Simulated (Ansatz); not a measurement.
Runs of Ansatz 0.2.0 on HgTe. Symmetry: I-4m2, No. 119, tetragonal system. Conventional cell: a = 6.091 Å, b = 6.091 Å, c = 3.119 Å, α = 90.00°, β = 90.00°, γ = 90.00°. Hg (site symmetry -4m2) is surrounded by 2 Hg at 3.12 Å and 4 Te at 3.14 Å. Te (site symmetry -4m2) has 2 Te at 3.12 Å and 4 Hg at 3.14 Å as nearest neighbours. Measurements of this composition are mostly on another form, of space group No. 216.

| task | level | potentials or basis | spin | cell | k mesh | cutoff (eV) | smearing | basis error allowed | mesh quality | gap on the mesh (eV) | pressure (GPa) | relaxed volume (Å³/atom) |
| --- | --- | --- | --- | --- | --- | --- | --- | --- | --- | --- | --- | --- |
| single point | B3LYP+D3(BJ) | all-electron PAW datasets made for the crystal | off | as given | 5 × 5 × 5 | 290 | fermi-dirac 0.05 eV | - | coarse | none | -2.4 | - |
| single point | LDA | all-electron LAPW, scalar-relativistic | off | as given | 10 × 10 × 10 | 207 | gaussian 0.1 eV | 0.001 eV/atom | not flagged | none | -4.9 | - |
| band structure | PBEsol | all-electron LAPW, scalar-relativistic | off | strain_xy = 0 | 10 × 10 × 10 | 207 | fermi-dirac 0.05 eV | 0.001 eV/atom | not flagged | - | -3.3 | - |
| single point | BLYP+D4 | all-electron LAPW, relativistic spinors | SOC, no magnetisation | as given | 7 × 7 × 7 | 207 | gaussian 0.05 eV | 0.001 eV/atom | coarse | none | -0.7 | - |
| relaxation of cell and atoms | PBEsol+D3(BJ) | all-electron LAPW, scalar-relativistic | off | relaxed | 10 × 10 × 10 | - | fermi-dirac 0.05 eV | 0.001 eV/atom | not flagged | - | 0.0 | (b) |
| single point | PBEsol | all-electron LAPW, scalar-relativistic | off | the cell as VASP's run set it | 10 × 10 × 10 | 207 | gaussian 0.1 eV | 0.001 eV/atom | not flagged | none | -3.3 | - |
| relaxation of cell and atoms | PBEsol | all-electron LAPW, scalar-relativistic | off | relaxed | 10 × 10 × 10 | - | fermi-dirac 0.05 eV | 0.001 eV/atom | not flagged | - | 0.0 | (c) |
| single point | PBEsol | all-electron LAPW, scalar-relativistic | off | as given | 10 × 10 × 10 | 207 | gaussian 0.1 eV | 0.001 eV/atom | not flagged | none | -3.3 | - |
| relaxation of cell and atoms | PBEsol+D4 | all-electron LAPW, scalar-relativistic | off | relaxed | 10 × 10 × 10 | - | fermi-dirac 0.05 eV | 0.001 eV/atom | not flagged | - | 0.0 | (a) |
| single point | PBE | all-electron LAPW, scalar-relativistic | off | as given | 10 × 10 × 10 | 207 | gaussian 0.02 eV | 0.001 eV/atom | not flagged | none | 0.0 | - |
| relaxation of cell and atoms | PBE | all-electron LAPW, scalar-relativistic | off | relaxed | 7 × 7 × 7 | - | fermi-dirac 0.05 eV | 0.001 eV/atom | coarse | none | 0.0 | 28.96 |
| relaxation of cell and atoms | PBE | all-electron LAPW, relativistic spinors | SOC, no magnetisation | relaxed | 7 × 7 × 7 | - | fermi-dirac 0.05 eV | 0.001 eV/atom | coarse | none | 0.0 | 28.77 |

Question: Fill in the values left out.

Answer: (a) 25.85; (b) 25.37; (c) 26.61.

Caveats: some runs use coarse meshes; the k mesh is thin for a metal, which can move the energy by tens of meV per atom (some runs); pairwise dispersion overbinds metals, which lowers pressure and volume (some runs); spin-orbit coupling is left out, which moves the levels of the heavy elements (some runs).

A k mesh can miss the band edges, and rows without SOC leave out spin-orbit coupling on Hg, Te.

A gap of «none» marks a metal or a gap under the smearing width.

The runs don't all hold the same shells in valence.
